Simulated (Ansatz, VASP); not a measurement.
One calculation of Hg, two programs

The input INCAR:

```
  PREC = Accurate
  ENCUT = 520
  EDIFF = 1E-6
  ISMEAR = -1
  SIGMA = 0.03
  LREAL = F
  LASPH = T
  NELM = 100
  ALGO = Fast
  ISIF = 2
  LWAVE = F
  LCHARG = T
  GGA = PE
  LELF = T
  LVHAR = T
  NBANDS = 19
```

Contents of KPOINTS:

```
regular mesh
0
Gamma
  13 13 7
```

Contents of POSCAR:

```
Hg
1.0
    3.5183764951      0.0000000000      0.0000000000
   -1.7591882476      3.0470034248      0.0000000000
    0.0000000000      0.0000000000      5.6163146195
Hg
2
Direct
    0.3333333333      0.6666666667      0.2500000000
    0.6666666667      0.3333333333      0.7500000000
```

Input for Ansatz:

```yaml
crystal:
  lattice:
    - [3.5183764951, 0.0, 0.0]
    - [-1.7591882476, 3.0470034248, 0.0]
    - [0.0, 0.0, 5.6163146195]
  atoms:
    - { symbol: Hg, position: [0.3333333333, 0.6666666667, 0.25] }
    - { symbol: Hg, position: [0.6666666667, 0.3333333333, 0.75] }
kpoints:
  mp_grid: { grid: [13, 13, 7] }
scf:
  occupations: { method: fermi_dirac, width: 0.03 }
hamiltonian:
  xc: pbe
  pseudopotentials: { kind: all_electron, lapw: { basis_error: 0.0005 } }
output:
  forces: true
  stress: true
  eigenvalues: true
```

Change from the starting cell: x and y stretched by -2 %, z held.

Alike in both runs: task single point; functional PBE; k mesh 13 × 13 × 7; occupations fermi-dirac, width 0.03 eV; no spin polarisation.

|  | VASP | Ansatz |
| --- | --- | --- |
| version | VASP 6.6.1 | Ansatz 0.2.0 |
| potentials or method | VASP PAW PBE potentials, release 64 (Hg) | all-electron LAPW, scalar-relativistic |
| plane-wave cutoff (eV) | 520 | see its input |

|  | VASP | Ansatz | Ansatz less VASP |
| --- | --- | --- | --- |
| pressure (GPa) | 0.4 | 0.3 | -0.08 |
| largest component of the traceless stress (GPa) | 0.14 | 0.14 | +0.006 |

Ansatz ran all-electron here, so the differences hold the error of VASP's frozen core and of both bases.

Spin-orbit coupling is left out, which matters for the levels of Hg.
